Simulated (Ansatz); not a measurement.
HfO2 under strain

Computed with Ansatz, DFT r2SCAN, scalar-relativistic, plane waves, PAW. (500 eV cutoff, 6×6×6 k-mesh, Gaussian smearing of 0.02 eV, no spin polarisation)

Starting point, cell and atoms relaxed:

```yaml
crystal:
  lattice:
    - [3.57682, 0.00000, 0.00000]
    - [0.00000, 3.57682, 0.00000]
    - [0.00000, 0.00000, 5.20267]
  atoms:
    - { symbol: Hf, position: [0.50000, 0.50000, 0.50000] }
    - { symbol: Hf, position: [0.00000, 0.00000, 0.00000] }
    - { symbol: O, position: [0.00000, 0.50000, 0.69616] }
    - { symbol: O, position: [0.50000, 0.00000, 0.80384] }
    - { symbol: O, position: [0.50000, 0.00000, 0.30384] }
    - { symbol: O, position: [0.00000, 0.50000, 0.19616] }
```

Deformation: biaxial strain in the a-b plane, with the length and tilt of c and the atoms relaxed, all within the symmetry that the strain leaves. Energies are extrapolated to zero smearing. Gaps are generalised Kohn–Sham gaps over the whole zone.

Spin-orbit coupling is left out, which matters for the bands and energies of heavy elements.

```csv
strain (%),ΔE (meV/atom),a (Å),b (Å),c (Å),gap (eV)
-4.5,91.7,3.416,3.416,5.346,5.20
-3.0,39.9,3.470,3.470,5.289,5.25
-1.5,9.7,3.523,3.523,5.241,5.28
+0.0,0.0,3.577,3.577,5.203,5.26
+1.5,9.3,3.630,3.630,5.171,4.99
+3.0,36.2,3.684,3.684,5.144,4.66
+4.5,79.3,3.738,3.738,5.125,4.35
```

(1) What stiffness (1/V) d²E/dε² at zero strain does a cubic fit over all points give?

(2) How does the free axis c answer a small strain?

(3) How fast does the gap move with strain on either side?

## Answers

(1) A cubic fit gives (1/V) d²E/dε² = 1219 GPa at zero strain (twice the biaxial modulus).

(2) Between the innermost points its strain is -0.45 times the applied one.

(3) -7 meV per percent on the compressed side and -186 meV per percent on the stretched side; it is indirect at -1.5 %, indirect at zero and indirect at +1.5 %.

This form isn't the usual stable structure of the compound.